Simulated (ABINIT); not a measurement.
A run of ABINIT 10.8.3 (patched build) is set up as follows.

run.abi

```
# Pseudopotentials
pp_dirpath "./"
pseudos "Ti.GGA_PBE-JTH.xml, O.GGA_PBE-JTH.xml"

# Structure
acell 5.4582037439 5.4582037439 5.4582037439 Angstrom
rprim
    -0.3466525049     0.3466525049     0.8715871051
     0.3466525049    -0.3466525049     0.8715871051
     0.3466525049     0.3466525049    -0.8715871051
ntypat 2
znucl 22 8
natom 6
typat 1 1 2 2 2 2
xred
     0.7500000000     0.2500000000     0.5000000000
     0.0000000000     0.0000000000     0.0000000000
     0.7919000000     0.7919000000     0.0000000000
     0.5419000000     0.0419000000     0.5000000000
     0.9581000000     0.4581000000     0.5000000000
     0.2081000000     0.2081000000     0.0000000000

# Plane-wave basis
ecut 23.0
pawecutdg 45.0

# k points
kptopt 1
ngkpt 6 6 6
nshiftk 1
shiftk 0.0 0.0 0.0

# Exchange and correlation
ixc -116133

# Bands and occupations
nband 29
occopt 3
tsmear 0.05 eV

# SCF cycle
nstep 100
tolvrs 1.0e-9

# Output
iomode 3
prtwf 0
prteig 0
prtebands 0
enunit 1
prtden 1
prtvha 1
prtvclmb 1
prtpot 1
```

Potentials or basis: JTH PAW PBE v2.0.

Run with:

```console
$ abinit run.abi > log 2>&1
```

Task: Predict the largest force.

Result: 0.006 eV/Å.

Task: Predict the band gap on the k mesh.

Result: 2.11 eV, indirect (least direct gap 2.42 eV).

Forces on the atoms (eV/Å):
```
Ti   0.000  0.000  0.000
Ti   0.000  0.000  0.000
O    0.000  0.000 -0.006
O    0.000  0.000 -0.006
O    0.000  0.000  0.006
O    0.000  0.000  0.006
```

Caveat: the PAW data sets were made with another functional, which shifts forces and pressure a little; the atomic spheres overlap. A k mesh can miss the band edges.
